**Question: Is TPSS really the best method here for the gap of lead sulfide?**

I work with infrared detectors, and PbS is one of our materials. Its measured gap is roughly 0.3 eV when cold, which corresponds to light of about 4 µm. I have this set of calculated gaps for one and the same crystal:

VASP calculations of PbS (Fm-3m, 2-atom cell, 26.09 Å³/atom): Kohn-Sham DFT with semilocal and hybrid functionals, and one many-body (BSE) row. All use the same fixed geometry, without spin polarisation or spin-orbit coupling. Gaps are orbital or quasiparticle gaps, "path" means read along a path through the bands, and "basis" gives the plane-wave cutoff.

```csv
method,rung,potentials,basis,k mesh,smearing,gap read on,gap (eV)
AM05,GGA,"VASP PAW PBE potentials, recommended",520 eV,8x8x8 2-atom cell,Fermi-Dirac 0.05eV,path,0.336
MS2,meta-GGA,"VASP PAW PBE potentials, recommended",520 eV,8x8x8 2-atom cell,Fermi-Dirac 0.05eV,path,0.434
SCAN,meta-GGA,"VASP PAW PBE potentials, recommended",520 eV,8x8x8 2-atom cell,Fermi-Dirac 0.05eV,path,0.580
TPSS,meta-GGA,"VASP PAW PBE potentials, recommended",520 eV,8x8x8 2-atom cell,Fermi-Dirac 0.05eV,path,0.364
r2SCAN,meta-GGA,"VASP PAW PBE potentials, recommended",520 eV,8x8x8 2-atom cell,Fermi-Dirac 0.05eV,path,0.621
rSCAN,meta-GGA,"VASP PAW PBE potentials, recommended",520 eV,8x8x8 2-atom cell,Fermi-Dirac 0.05eV,path,0.606
revTPSS,meta-GGA,"VASP PAW PBE potentials, recommended",520 eV,8x8x8 2-atom cell,Fermi-Dirac 0.05eV,path,0.319
B3LYP,hybrid,"VASP PAW PBE potentials, recommended",520 eV,4x4x4 2-atom cell,Fermi-Dirac 0.05eV,path,1.319
TPSSh,hybrid,"VASP PAW PBE potentials, recommended",520 eV,4x4x4 2-atom cell,Fermi-Dirac 0.05eV,path,0.768
r2SCAN-EpsX,hybrid,"VASP PAW PBE potentials, recommended",520 eV,4x4x4 2-atom cell,Fermi-Dirac 0.05eV,path,0.791
r2SCAN50,hybrid,"VASP PAW PBE potentials, recommended",520 eV,4x4x4 2-atom cell,Fermi-Dirac 0.05eV,path,2.621
LDA BSE,many-body,"VASP PAW LDA potentials, gw, light",450 eV,4x4x4 2-atom cell,gaussian 0.01eV,states chosen,1.246
```

TPSS gives 0.364 eV, which looks excellent. r2SCAN, which I had been told is the more modern choice, gives 0.621 eV, twice the measured value. When half of its exchange is replaced by exact exchange (r2SCAN50), the gap becomes 2.621 eV, and my infrared detector would respond to blue light. Should I conclude that the simpler methods are right for PbS and the elaborate ones wrong? Could I have seen from the numbers alone which rows to distrust?

**Answer**

You are right to distrust r2SCAN50, but the good agreement of TPSS deserves distrust as well. Two different things go wrong in this table. One is an effect that the calculations leave out, and it makes gaps that are too small look right. The other is a fixed dose of exact exchange, which doesn't know how strongly this particular crystal screens electric fields.

The omitted effect is spin-orbit coupling, the interaction of an electron's spin with its own motion near a heavy nucleus. The lowest empty states of PbS are made largely of lead 6p orbitals. At the band edge, spin-orbit coupling mixes the lowest of these states with other 6p states higher up, and the mixing pushes it down. The top of the valence band, mostly sulfur 3p with some lead 6s, moves much less, so the gap shrinks. For PbS the reduction is known to be a few tenths of an eV, say 0.3 to 0.4 eV, which is as large as the measured gap itself.

A calculation without this coupling should therefore not reproduce the measured gap. It should give the measured gap plus the omitted reduction, or about 0.6 to 0.7 eV. Against that mark TPSS is too low by 0.2 to 0.3 eV, and r2SCAN lies close to it. Between these two, the order of merit that you read from the table is reversed. If spin-orbit coupling were added to TPSS, the two band edges would come close to touching.

The small gap of TPSS is the familiar fault of semilocal functionals, which compute exchange from the density and related quantities at each point in space. Most of them separate filled from empty states too little, and r2SCAN seems to suffer less from this here. In TPSS this error pulls the gap down while the omission of spin-orbit coupling holds it up, and the two nearly cancel. AM05 and revTPSS, which land even closer to the measured gap than TPSS does, profit from the same cancellation.

The table itself gives a warning of this, even to a reader who has never heard of spin-orbit coupling. The semilocal rows, labelled GGA and meta-GGA, differ among themselves by up to 0.30 eV, as much as the whole measured gap. The label doesn't sort them either, since the meta-GGA revTPSS lies slightly below the GGA AM05. When equally reasonable approximations scatter by the size of the answer, a close hit by one of them is weak evidence that it is right.

The second failure shows when you follow the hybrids, which replace a share of the semilocal exchange by exact exchange. An electron in a filled state gains more from exact exchange than one in an empty state does. The filled states therefore sink relative to the empty ones, and the gap opens. If the orbitals themselves change little, the opening is proportional to the share:

$$E_\mathrm{gap}(a) \approx E_\mathrm{gap}(0) + a\,\Delta .$$

Here $a$ is the share of exact exchange, $E_\mathrm{gap}(0)$ is the gap of the parent functional without it, and $\Delta$ is the extra separation of the two band edges that full exact exchange would bring.

You can test this with your own rows. TPSSh is TPSS with 10 percent exact exchange, and its gap is larger by 0.404 eV, or about 0.04 eV for each percent. Carry that slope over to r2SCAN: 50 percent should add 50 × 0.0404 = 2.02 eV, which brings 0.621 eV up to 2.64 eV. The computed r2SCAN50 gap is 2.62 eV, and that row played no part in setting the slope.

The agreement tells you what kind of error this is. Each percent of exact exchange adds nearly the same amount to the gap whether the parent starts low, as TPSS does, or high, as r2SCAN does. Had it multiplied the parent's gap instead, r2SCAN50 would have come out near 4 eV. The output below the text sets both versions against the table.

The rule also works roughly for B3LYP, which contains 20 percent exact exchange but starts from a different kind of parent. Adding 20 percent's worth of opening to the lowest and the highest semilocal gap gives a range of 1.13 to 1.43 eV. The computed value, 1.319 eV, falls inside. You could have guessed it to within a few tenths of an eV before running the calculation.

One limit belongs to the slope itself. The hybrids were run on a coarser k mesh, the grid of electron wave vectors, than their parents. An error of exact exchange on that grid would also grow with the share, and it would enter both pairs alike. The match therefore supports the additive rule, but it doesn't establish that 0.04 eV per percent is the converged slope.

The slope shows why a hybrid is risky for this material. A change of seven or eight percentage points in the share moves the gap by as much as the entire measured value. The result then depends mainly on a number chosen when the functional was designed, often with quite different substances in mind. Physics has to tell you which share suits PbS.

That physics is screening. In a solid, the exchange between distant electrons is weakened by all the other electrons, which shift to counteract the field. The weakening is roughly a factor $1/\varepsilon$, where $\varepsilon$ is the electronic dielectric constant, so a sensible share of exact exchange is of the order of $1/\varepsilon$. A share of one half suits a crystal with $\varepsilon$ near 2, which is typical of a wide-gap insulator that is hard to polarise.

PbS is the opposite case. Its measured $\varepsilon$ is roughly 17, and a PBEsol calculation on this same crystal gives about 37, probably too high, because PBEsol makes the gap too small and the k mesh may give too much weight to the few points where the gap is smallest. These two values suggest a share of about 3 to 6 percent. r2SCAN50 uses at least eight times as much. It treats PbS as if screening weakened exchange only by half, and its gap ends up about 2 eV above even the mark for calculations without spin-orbit coupling.

The row r2SCAN-EpsX shows what a small dose does. Its gap is 0.17 eV above that of r2SCAN, which by the slope of the r2SCAN pair corresponds to about 4 percent exact exchange. That is the size which screening calls for. The name suggests that the share is derived from the dielectric constant, though I infer this from the name and the gap, not from a printed setting.

This still doesn't crown a winner. The mark of 0.6 to 0.7 eV is itself uncertain by about a tenth of an eV, and SCAN, rSCAN, r2SCAN, TPSSh and r2SCAN-EpsX all lie within 0.2 eV of it. Keep LDA BSE out of the contest altogether. Its gap was read on "states chosen" and not along a path through the bands, so its 1.246 eV may not be the same quantity.

For your detector material I would work in this order. First add spin-orbit coupling, and only then compare with the measured gap. If you use a hybrid with one share of exact exchange at all distances, check that share against $1/\varepsilon$. A screened hybrid such as HSE06 drops exact exchange at long range, so its share can't be judged by this rule. With either kind, repeat the run with a share a few percentage points higher or lower. If that small change moves the gap by an amount that matters for your cut-off wavelength, the calculation hasn't predicted the wavelength; your choice of share has.

Printed output of the fit:

```
Gaps against the rough measured gap and against the mark for runs without spin-orbit coupling, eV:
          row    gap  less measured 0.3  less mark 0.6  less mark 0.7
         AM05  0.336              0.036         -0.264         -0.364
          MS2  0.434              0.134         -0.166         -0.266
         SCAN   0.58               0.28          -0.02          -0.12
         TPSS  0.364              0.064         -0.236         -0.336
       r2SCAN  0.621              0.321          0.021         -0.079
        rSCAN  0.606              0.306          0.006         -0.094
      revTPSS  0.319              0.019         -0.281         -0.381
        B3LYP  1.319              1.019          0.719          0.619
        TPSSh  0.768              0.468          0.168          0.068
  r2SCAN-EpsX  0.791              0.491          0.191          0.091
     r2SCAN50  2.621              2.321          2.021          1.921
      LDA BSE  1.246              0.946          0.646          0.546
lowest semilocal gap, eV: 0.319
highest semilocal gap, eV: 0.621
spread of the semilocal gaps, eV: 0.302
revTPSS less AM05, eV: -0.017
TPSSh less TPSS, eV: 0.404
r2SCAN50 less r2SCAN, eV: 2
slope from the TPSS pair, eV per percent of exact exchange: 0.0404
slope from the r2SCAN pair, eV per percent of exact exchange: 0.04
r2SCAN50 predicted by the additive model with the TPSS slope, eV: 2.641
additive prediction less computed r2SCAN50, eV: 0.02
r2SCAN50 predicted by the proportional model, eV: 4.067
proportional prediction less computed r2SCAN50, eV: 1.446
B3LYP bracket from the lowest semilocal gap, eV: 1.127
B3LYP bracket from the highest semilocal gap, eV: 1.429
share of exchange 1/eps with the PBEsol dielectric constant, percent: 2.72
share of exchange 1/eps with the rough measured dielectric constant, percent: 5.882
r2SCAN-EpsX less r2SCAN, eV: 0.17
share of exchange in r2SCAN-EpsX inferred from the r2SCAN slope, percent: 4.25
r2SCAN plus a share 1/eps from PBEsol, eV: 0.7298
r2SCAN plus a share 1/eps from the rough measured value, eV: 0.8563
LDA BSE less highest semilocal gap, eV: 0.625
```
